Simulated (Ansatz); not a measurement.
# BN: the cost of one run

Program: Ansatz 0.2.0. Level of theory: DFT PBE, scalar-relativistic, plane waves, PAW. These are calculated values, not measurements.

1 further run of the same task is left out (it didn't finish).

### 1 The starting structure

Symmetry: R3m, No. 160, trigonal system. Conventional cell: a = 2.502 Å, b = 2.502 Å, c = 10.119 Å, α = 90.00°, β = 90.00°, γ = 120.00°. B (site symmetry 3m) is surrounded by 3 N at 1.44 Å. N (site symmetry 3m) is surrounded by 3 B at 1.44 Å.

Coordinates:

```xyz
2
Lattice="1.2511 0.7223 3.3729 -1.2511 0.7223 3.3729 0.0000 -1.4447 3.3729" Properties=species:S:1:pos:R:3 pbc="T T T"
B     0.0000    0.0000   10.1155
N     0.0000    0.0000    3.3672
```

The structure comes from the Materials Project (structure only).

### 2 A distortion that keeps the symmetry

Against the listed cell: strain xx, yy, zz, yz, xz, xy = +2.1, +2.1, -3.9, +0.0, +0.0, +0.0 %; atoms moved by 0.03 Å root mean square, at most 0.03 Å.

The input, input.yaml:

```yaml
crystal:
  lattice:
    - [1.2776830987, 0.7376706809, 3.2421657365]
    - [-1.2776830987, 0.7376706809, 3.2421657365]
    - [0.0, -1.475341362, 3.2421657365]
  atoms:
    - { symbol: B, position: [1.0026359775, 1.0026359775, 1.0026359775] }
    - { symbol: "N", position: [0.3297970225, 0.3297970225, 0.3297970225] }
basis:
  ecutwfc: 420
kpoints:
  mp_grid: { grid: [12, 12, 12] }
hamiltonian:
  xc: pbe
scf:
  occupations: { method: gaussian, width: 0.02 }
output:
  forces: true
  stress: true
  eigenvalues: true
  populations: true
```

Started as:

```
$ ansatz run input.yaml --threads 1 --pin off --max-ram 1331MiB --backend cpu --events-out ev --progress --plain --runs-dir out
```

What time and memory should one allow on 1 thread of an x86-64 CPU, shared host?

About 11 s, with a peak of 0.34 GiB.
